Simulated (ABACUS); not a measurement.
# Au (Fm-3m) in ABACUS: further runs

Aim: see how the results for Au move with the level of theory and the settings. Levels: HCTH407, SOGGA. Tasks: band structure, equation of state.

All numbers are computed with ABACUS 3.10.1; they aren't measurements. Logs are shortened: lines on timing, memory, paths and dates and some standing lists are left out, and cuts for length are marked.

**What was measured.**

“Exploring toroidal anvil profiles for larger sample volumes above 4 Mbar”, 2024, pmc:11102561 quotes, for a bulk crystal of Au: bulk modulus 167 GPa.

The runs below are set against these values where they give the same quantity.

## (1) The structure

The structure is cubic, space group Fm-3m (No. 225). The conventional cell has a = 4.070 Å, b = 4.070 Å, c = 4.070 Å, α = 90.00°, β = 90.00°, γ = 90.00°. Au (site symmetry m-3m) is surrounded by 12 Au at 2.88 Å.

## (2) Band structure, HCTH407

INPUT reads:

```
INPUT_PARAMETERS
suffix              Au
calculation         nscf
basis_type          pw
pseudo_dir          ./
symmetry            -1
dft_functional      GGA_XC_HCTH_407
ecutwfc             76.0
pseudo_rcut         10
nspin               1
nbands              20
ks_solver           dav
smearing_method     fd
smearing_sigma      0.00367493
scf_thr             1e-08
scf_nmax            100
mixing_type         broyden
mixing_beta         0.7
init_chg            file
pw_diag_thr         1e-07
out_band            1
kpar                4
```

STRU reads:

```
ATOMIC_SPECIES
Au 196.9666 79_Au_19_2.4_2.5_pbe_n_v1.0.upf

LATTICE_CONSTANT
1.8897261246

LATTICE_VECTORS
0.0000000000 2.0350000000 2.0350000000
2.0350000000 0.0000000000 2.0350000000
2.0350000000 2.0350000000 0.0000000000

ATOMIC_POSITIONS
Cartesian

Au
0.0
1
0.0000000000 0.0000000000 0.0000000000 1 1 1
```

KPT reads:

```
K_POINTS
12
Line
0.00000000 0.00000000 0.00000000 10 // G
0.50000000 0.00000000 0.50000000 10 // X
0.50000000 0.25000000 0.75000000 10 // W
0.37500000 0.37500000 0.75000000 10 // K
0.00000000 0.00000000 0.00000000 10 // G
0.50000000 0.50000000 0.50000000 10 // L
0.62500000 0.25000000 0.62500000 10 // U
0.50000000 0.25000000 0.75000000 10 // W
0.50000000 0.50000000 0.50000000 10 // L
0.37500000 0.37500000 0.75000000 1 // K
0.62500000 0.25000000 0.62500000 10 // U
0.50000000 0.00000000 0.50000000 1 // X
```

Potentials or basis: SPMS ONCV 1.0 PBE, plane waves.

Started as:

```console
$ OMP_NUM_THREADS=1 mpirun -np 4 abacus > log
```

running log:

```text
ABACUS v3.10.1

               Atomic-orbital Based Ab-initio Computation at UStc

 ------------------------------------------------------------------------------------

 READING GENERAL INFORMATION
                           global_out_dir = OUT.Au/
                           global_in_card = INPUT
                               pseudo_dir = ./
                              orbital_dir =
                                    DSIZE = 4
                                    GSIZE = 1

 READING UNITCELL INFORMATION
                                    ntype = 1
                  lattice constant (Bohr) = 1.88973
              lattice constant (Angstrom) = 1

 READING ATOM TYPE 1
                               atom label = Au
                      L=0, number of zeta = 1
                      L=1, number of zeta = 1
                      L=2, number of zeta = 1
             number of atom for this type = 1

                        TOTAL ATOM NUMBER = 1
CARTESIAN COORDINATES ( UNIT =       1.889726124600 Bohr ).
    atom                   x                   y                   z     mag                  vx                  vy                  vz
tauc_Au1            0.0000000000        0.0000000000        0.0000000000  0.0000        0.0000000000        0.0000000000        0.0000000000

                          Volume (Bohr^3) = 113.742
                             Volume (A^3) = 16.8548

 Lattice vectors: (Cartesian coordinate: in unit of a_0)
                   +0              +2.035              +2.035
               +2.035                  +0              +2.035
               +2.035              +2.035                  +0
 Reciprocal vectors: (Cartesian coordinate: in unit of 2 pi/a_0)
              -0.2457             +0.2457             +0.2457
              +0.2457             -0.2457             +0.2457
              +0.2457             +0.2457             -0.2457
 The esolver type has been set to : ksdft_pw

                PAO radial cut off (Bohr) = 10

 Read in pseudopotential file is 79_Au_19_2.4_2.5_pbe_n_v1.0.upf
                     pseudopotential type = NC
          exchange-correlation functional = PBE
                 nonlocal core correction = 1
                        valence electrons = 19
                                     lmax = 3
                           number of zeta = 4
                     number of projectors = 7
                           L of projector = 0
                           L of projector = 0
                           L of projector = 1
                           L of projector = 1
                           L of projector = 2
                           L of projector = 2
                           L of projector = 3
 XC functional updated to : GGA_XC_HCTH_407
          exchange-correlation functional = GGA_XC_HCTH_407
     initial pseudo atomic orbital number = 10

 SETUP THE ELECTRONS NUMBER
            electron number of element Au = 19
      total electron number of element Au = 19
            AUTOSET number of electrons:  = 19
                           occupied bands = 10
                                   NBANDS = 20
                                   NLOCAL = 9

%%%%%%%%%%%%%%%%%%%%%%%%%%%%%%%%%%%%%%%%%%%%%%%%%%%%%%%%%%%%%%%%%%%%%%%%%%%%%%%%%%%%%%%%%%%%%%%%%%%%%%%%%%
 Warning: the number of valence electrons in pseudopotential > 11 for Au: [Xe] 4f14 5d10 6s1
 Pseudopotentials with additional electrons can yield (more) accurate outcomes, but may be less efficient.
 If you're confident that your chosen pseudopotential is appropriate, you can safely ignore this warning.
%%%%%%%%%%%%%%%%%%%%%%%%%%%%%%%%%%%%%%%%%%%%%%%%%%%%%%%%%%%%%%%%%%%%%%%%%%%%%%%%%%%%%%%%%%%%%%%%%%%%%%%%%%

 SETUP THE PLANE WAVE BASIS
 energy cutoff for charge/potential (unit:Ry) = 304
            fft grid for charge/potential = [ 32, 32, 32 ]
                        fft grid division = [ 1, 1, 1 ]
        big fft grid for charge/potential = [ 32, 32, 32 ]
                                     nbxx = 32768
                                     nrxx = 32768

[... 63 lines left out ...]
 try to read charge from file
 Read in the charge density: OUT.Au//Au-CHARGE-DENSITY.restart

 PW ALGORITHM --------------- ION=   1  ELEC=   1--------------------------------
 k(1/102) Iter steps (avg)=11 threshold=1e-07
 k(2/102) Iter steps (avg)=9 threshold=1e-07
 k(3/102) Iter steps (avg)=11 threshold=1e-07
 k(4/102) Iter steps (avg)=16 threshold=1e-07
 k(5/102) Iter steps (avg)=14 threshold=1e-07
 k(6/102) Iter steps (avg)=10 threshold=1e-07
 k(7/102) Iter steps (avg)=12 threshold=1e-07
 k(8/102) Iter steps (avg)=10 threshold=1e-07
 k(9/102) Iter steps (avg)=12 threshold=1e-07
 k(10/102) Iter steps (avg)=14 threshold=1e-07
[... 6 lines left out ...]
 k(17/102) Iter steps (avg)=14 threshold=1e-07
 k(18/102) Iter steps (avg)=13 threshold=1e-07
 k(19/102) Iter steps (avg)=10 threshold=1e-07
 k(20/102) Iter steps (avg)=14 threshold=1e-07
 k(21/102) Iter steps (avg)=12 threshold=1e-07
 k(22/102) Iter steps (avg)=12 threshold=1e-07
 k(23/102) Iter steps (avg)=10 threshold=1e-07
 k(24/102) Iter steps (avg)=13 threshold=1e-07
 k(25/102) Iter steps (avg)=12 threshold=1e-07
 k(26/102) Iter steps (avg)=14 threshold=1e-07
[... levels at 26 k points of this process ...]

 Density error is 0.00000000000
                          Error Threshold = 1.00000000000e-07
----------------------------------------------------------
     Energy           Rydberg                 eV
----------------------------------------------------------
 E_KohnSham     -288.6345836919      -3927.0749780679
 E_KS(sigma->0) -288.6344876683      -3927.0736715993
 E_Harris       -288.6345836919      -3927.0749780679
 E_band         -14.5864035152       -198.4582011339
 E_one_elec     -72.6599027832       -988.5886939782
 E_Hartree      48.0530008262        653.7946172353
 E_xc           -48.8285134102       -664.3460072487
 E_Ewald        -215.1989762774      -2927.9322811390
 E_entropy(-TS) -0.0001920473        -0.0026129372
 E_descf        0.0000000000         0.0000000000
 E_exx          0.0000000000         0.0000000000
 E_Fermi        1.7130089882         23.3066829650
----------------------------------------------------------

 charge density convergence is achieved
 final etot is -3927.0749781 eV
 EFERMI = 23.306682965 eV

 STATE ENERGY(eV) AND OCCUPATIONS    NSPIN == 1
 1/26 kpoint (Cartesian) = 0.0000 0.0000 0.0000 (1243 pws)
       1       -84.7155      0.0196078
       2       -36.0049      0.0196078
       3       -36.0049      0.0196078
       4       -36.0049      0.0196078
       5        11.4500      0.0196078
       6        16.4272      0.0196078
[... 12 lines left out ...]
      19        51.2951        0.00000
      20        51.2951        0.00000

 2/26 kpoint (Cartesian) = 0.0000 0.024570 0.0000 (1251 pws)
       1       -84.7151      0.0196078
       2       -36.0102      0.0196078
       3       -36.0070      0.0196078
       4       -36.0070      0.0196078
       5        11.5681      0.0196078
       6        16.3661      0.0196078
[... 12 lines left out ...]
      19        50.0974        0.00000
      20        52.5993        0.00000

 3/26 kpoint (Cartesian) = 0.0000 0.049140 0.0000 (1287 pws)
       1       -84.7139      0.0196078
       2       -36.0255      0.0196078
       3       -36.0131      0.0196078
       4       -36.0131      0.0196078
       5        11.9158      0.0196078
       6        16.1926      0.0196078
[... 12 lines left out ...]
      19        49.8298        0.00000
      20        54.4735        0.00000

 4/26 kpoint (Cartesian) = 0.0000 0.073710 0.0000 (1295 pws)
       1       -84.7121      0.0196078
       2       -36.0492      0.0196078
       3       -36.0225      0.0196078
       4       -36.0225      0.0196078
       5        12.4689      0.0196078
       6        15.9333      0.0196078
[... 12 lines left out ...]
      19        50.2852        0.00000
      20        55.6322        0.00000

 5/26 kpoint (Cartesian) = 0.0000 0.098280 0.0000 (1295 pws)
       1       -84.7099      0.0196078
       2       -36.0788      0.0196078
       3       -36.0344      0.0196078
       4       -36.0344      0.0196078
       5        13.1671      0.0196078
       6        15.6235      0.0196078
[... 12 lines left out ...]
      19        52.8182        0.00000
      20        54.0950        0.00000

 6/26 kpoint (Cartesian) = 0.0000 0.12285 0.0000 (1283 pws)
       1       -84.7073      0.0196078
       2       -36.1113      0.0196078
       3       -36.0475      0.0196078
       4       -36.0475      0.0196078
       5        13.8613      0.0196078
       6        15.2994      0.0196078
[... 12 lines left out ...]
      19        52.6496        0.00000
      20        55.3049        0.00000

[... levels at 20 further k points ...]

 --------------------------------------------
 !FINAL_ETOT_IS -3927.074978067925 eV
 --------------------------------------------

 Output bands in file: OUT.Au/BANDS_1.dat
```

Run time: 1.9 s. Hardware: 4 MPI ranks of Intel Xeon 6975P-C (Granite Rapids), shared host; peak memory 0.32 GiB.

Levels at the corners of the path, in eV from the Fermi level:
| point | band 7 | band 8 | band 9 | band 10 | band 11 | band 12 |
| --- | --- | --- | --- | --- | --- | --- |
| Γ | -4.95 | -4.95 | -3.46 | -3.46 | 14.33 | 18.60 |
| X | -2.33 | -1.95 | -1.95 | 1.01 | 5.80 | 10.16 |
| W | -5.41 | -3.60 | -1.95 | 4.80 | 6.30 | 6.30 |
| K | -4.08 | -3.18 | -2.39 | 3.91 | 4.62 | 7.41 |
| Γ | -4.95 | -4.95 | -3.46 | -3.46 | 14.33 | 18.60 |
| L | -5.00 | -2.27 | -2.27 | -0.98 | 3.00 | 13.89 |
| U | -4.08 | -3.18 | -2.39 | 3.91 | 4.62 | 7.41 |
| W | -5.41 | -3.60 | -1.95 | 4.80 | 6.30 | 6.30 |
| L | -5.00 | -2.27 | -2.27 | -0.98 | 3.00 | 13.89 |
| K | -4.08 | -3.18 | -2.39 | 3.91 | 4.62 | 7.41 |
| U | -4.08 | -3.18 | -2.39 | 3.91 | 4.62 | 7.41 |
| X | -2.33 | -1.95 | -1.95 | 1.01 | 5.80 | 10.16 |

Caveat: the density is read from an earlier self-consistent run, whose mesh may be coarse; the potentials were made for another functional, which shifts forces and pressure; spin-orbit coupling is left out, which moves the levels of the heavy elements.

## (3) Band structure, SOGGA

INPUT: that of step 2 with these lines changed.

```diff
@@ -6,3 +6,3 @@
 symmetry            -1
-dft_functional      GGA_XC_HCTH_407
+dft_functional      GGA_X_SOGGA+GGA_C_PBE
 ecutwfc             76.0
```

STRU reads:

```
ATOMIC_SPECIES
Au 196.9666 Au.upf

LATTICE_CONSTANT
1.8897261246

LATTICE_VECTORS
-2.0350000000 0.0000000000 2.0350000000
0.0000000000 2.0350000000 2.0350000000
-2.0350000000 2.0350000000 0.0000000000

ATOMIC_POSITIONS
Direct

Au
0.0
1
0.0000000000 0.0000000000 0.0000000000 1 1 1
```

KPT is that of step 2.

Potentials or basis: PseudoDojo NC SR 0.5 PBE stringent, plane waves.

Started as:

```console
$ OMP_NUM_THREADS=1 mpirun -np 4 abacus > log
```

Run time: 2.4 s. Hardware: 4 MPI ranks of Intel Xeon Platinum 8488C (Sapphire Rapids), shared host; peak memory 0.36 GiB.

Levels at the corners of the path, in eV from the Fermi level:
```csv
point,band 6,band 7,band 8,band 9,band 10,band 11,band 12,band 13
Γ,-4.62,-4.62,-4.62,-3.05,-3.05,14.41,18.52,18.52
X,-6.75,-1.86,-1.49,-1.49,0.96,5.98,10.05,10.05
W,-5.13,-5.13,-3.22,-1.48,4.88,6.37,6.37,9.50
K,-5.83,-3.78,-2.76,-1.95,3.96,4.74,7.54,12.70
Γ,-4.62,-4.62,-4.62,-3.05,-3.05,14.41,18.52,18.52
L,-4.66,-4.66,-1.82,-1.82,-1.06,3.25,13.85,17.24
U,-5.83,-3.78,-2.76,-1.95,3.96,4.74,7.54,12.70
W,-5.13,-5.13,-3.22,-1.48,4.88,6.37,6.37,9.50
L,-4.66,-4.66,-1.82,-1.82,-1.06,3.25,13.85,17.24
K,-5.83,-3.78,-2.76,-1.95,3.96,4.74,7.54,12.70
U,-5.83,-3.78,-2.76,-1.95,3.96,4.74,7.54,12.70
X,-6.75,-1.86,-1.49,-1.49,0.96,5.98,10.05,10.05
```

Caveat: the density is read from an earlier self-consistent run, whose mesh may be coarse; the potentials were made for another functional, which shifts forces and pressure; spin-orbit coupling is left out, which moves the levels of the heavy elements.

## (4) Equation of state, SOGGA, 15.84 Å³/atom (volume scaled by 0.94)

run_abacus.py reads:

```python
"""ABACUS run from a structure file: ASE reads it, the script writes STRU, KPT and INPUT."""
import re
import subprocess
from ase.io import read
from ase.units import Bohr

atoms = read("POSCAR")
atoms = atoms[(-atoms.numbers).argsort(kind="stable")]  # ABACUS lists atoms element by element
pseudo = {'Au': 'Au.upf'}
orbital = {}
magmoms = None
kmesh = [9, 9, 9]
params = {
    'suffix': 'Au',
    'calculation': 'scf',
    'basis_type': 'pw',
    'pseudo_dir': './',
    'symmetry': 1,
    'dft_functional': 'GGA_X_SOGGA+GGA_C_PBE',
    'ecutwfc': 76,
    'pseudo_rcut': 10,
    'nspin': 1,
    'nbands': 14,
    'ks_solver': 'dav',
    'smearing_method': 'fd',
    'smearing_sigma': 0.00367493,
    'scf_thr': 1e-08,
    'scf_nmax': 100,
    'mixing_type': 'broyden',
    'mixing_beta': 0.7,
    'cal_force': 1,
    'cal_stress': 1,
    'kpar': 4,
}

symbols = atoms.get_chemical_symbols()
elements = list(dict.fromkeys(symbols))
lines = ["ATOMIC_SPECIES"] + [f"{e} {atoms.get_masses()[symbols.index(e)]:.4f} {pseudo[e]}" for e in elements]
if orbital:
    lines += ["", "NUMERICAL_ORBITAL"] + [orbital[e] for e in elements]
lines += ["", "LATTICE_CONSTANT", f"{1 / Bohr:.10f}", "", "LATTICE_VECTORS"]
lines += [" ".join(f"{x:.10f}" for x in v) for v in atoms.cell]
lines += ["", "ATOMIC_POSITIONS", "Direct"]
for e in elements:
    lines += ["", e, "0.0", str(symbols.count(e))]
    for i, p in enumerate(atoms.get_scaled_positions(wrap=False)):
        if symbols[i] == e:
            mag = "" if magmoms is None else " mag " + " ".join(str(x) for x in (magmoms[i] if isinstance(magmoms[i], list) else [magmoms[i]]))
            lines.append(" ".join(f"{x:.10f}" for x in p) + " 1 1 1" + mag)
open("STRU", "w").write("\n".join(lines) + "\n")
open("KPT", "w").write("K_POINTS\n0\nGamma\n%d %d %d 0 0 0\n" % tuple(kmesh))
open("INPUT", "w").write("INPUT_PARAMETERS\n" + "".join(f"{k:<20s}{v}\n" for k, v in params.items()))

done = subprocess.run(['mpirun', '-np', '4', 'abacus'])
if done.returncode:
    raise SystemExit(done.returncode)
log = open("OUT.Au/running_scf.log").read()
print("final energy (eV):", re.findall(r"FINAL_ETOT_IS (\S+)", log))
```

POSCAR reads:

```
Au
1.0
    0.0000000000      1.9934577312      1.9934577312
    1.9934577312      0.0000000000      1.9934577312
    1.9934577312      1.9934577312      0.0000000000
Au
1
Direct
    0.0000000000      0.0000000000      0.0000000000
```

Started as:

```console
$ OMP_NUM_THREADS=1 python run_abacus.py > log
```

It took 3 s on 4 MPI ranks of Intel Xeon Platinum 8488C (Sapphire Rapids), shared host; peak memory 0.36 GiB.

Results (log left out):

```yaml
Free_energy: -4024.4337 eV
Pressure: 12.0 GPa
Band_gap_on_the_k_mesh: none (metal or under the smearing width)
```

Caveat: the potentials were made for another functional, which shifts forces and pressure.

## (5) Equation of state, SOGGA, 16.52 Å³/atom (volume scaled by 0.98)

run_abacus.py is that of step 4.

POSCAR reads:

```
Au
1.0
    0.0000000000      2.0213418704      2.0213418704
    2.0213418704      0.0000000000      2.0213418704
    2.0213418704      2.0213418704      0.0000000000
Au
1
Direct
    0.0000000000      0.0000000000      0.0000000000
```

Started as:

```console
$ OMP_NUM_THREADS=1 python run_abacus.py > log
```

Wall time 3.1 s (4 MPI ranks of Intel Xeon Platinum 8488C (Sapphire Rapids), shared host); peak memory 0.36 GiB.

It converged, with:

* Free energy: -4024.4635 eV
* Pressure: 2.6 GPa
* Band gap on the k mesh: none (metal or under the smearing width)

Caveat: the potentials were made for another functional, which shifts forces and pressure.

## (6) Equation of state, SOGGA, 17.19 Å³/atom (volume scaled by 1.02)

run_abacus.py is that of step 5.

POSCAR reads:

```
Au
1.0
    0.0000000000      2.0484772140      2.0484772140
    2.0484772140      0.0000000000      2.0484772140
    2.0484772140      2.0484772140      0.0000000000
Au
1
Direct
    0.0000000000      0.0000000000      0.0000000000
```

Potentials or basis: PseudoDojo NC SR 0.5 PBE stringent, plane waves.

Started as:

```console
$ OMP_NUM_THREADS=1 python run_abacus.py > log
```

Run time: 2.2 s. Hardware: 4 MPI ranks of Intel Xeon Platinum 8488C (Sapphire Rapids), shared host; peak memory 0.36 GiB.

It converged, with:

```yaml
Free_energy: -4024.4585 eV
Pressure: -4.6 GPa
Band_gap_on_the_k_mesh: none (metal or under the smearing width)
```

Caveat: the potentials were made for another functional, which shifts forces and pressure.

## (7) Equation of state, SOGGA, 17.87 Å³/atom (volume scaled by 1.06)

run_abacus.py is that of step 6.

POSCAR reads:

```
Au
1.0
    0.0000000000      2.0749120936      2.0749120936
    2.0749120936      0.0000000000      2.0749120936
    2.0749120936      2.0749120936      0.0000000000
Au
1
Direct
    0.0000000000      0.0000000000      0.0000000000
```

Started as:

```console
$ OMP_NUM_THREADS=1 python run_abacus.py > log
```

It took 2.3 s on 4 MPI ranks of Intel Xeon Platinum 8488C (Sapphire Rapids), shared host; peak memory 0.36 GiB.

Results (log left out):

```
Free energy            : -4024.4269 eV
Pressure               : -10.1 GPa
Band gap on the k mesh : none (metal or under the smearing width)
```

Caveat: the potentials were made for another functional, which shifts forces and pressure.

## (8) Equation of state, SOGGA

Potentials or basis: PseudoDojo NC SR 0.5 PBE stringent, plane waves.

No new run: the results of the series are fitted here.

What came out:

| Quantity | Value |
| --- | --- |
| Equilibrium volume | 16.74 Å³/atom |
| Bulk modulus | 187 GPa |
| Pressure derivative of the bulk modulus | 5.7 (rough: it moves with the points fitted) |

Energy against volume, from the lowest point:
```csv
volume (Å³/atom),energy (meV/atom)
15.843,29.80
16.518,0.00
17.192,5.01
17.866,36.60
```

Caveat: the potentials were made for another functional, which shifts forces and pressure. The run has no spin-orbit coupling, so splittings on Au are missing.

## (9) How close it comes

Step 8. A measured bulk modulus of Au is 167 GPa (quoted in “Exploring toroidal anvil profiles for larger sample volumes above 4 Mbar”, 2024, pmc:11102561); the calculated 187 GPa misses it by +12.0 %. The fit is for a static lattice scaled at fixed shape and fixed fractional positions.
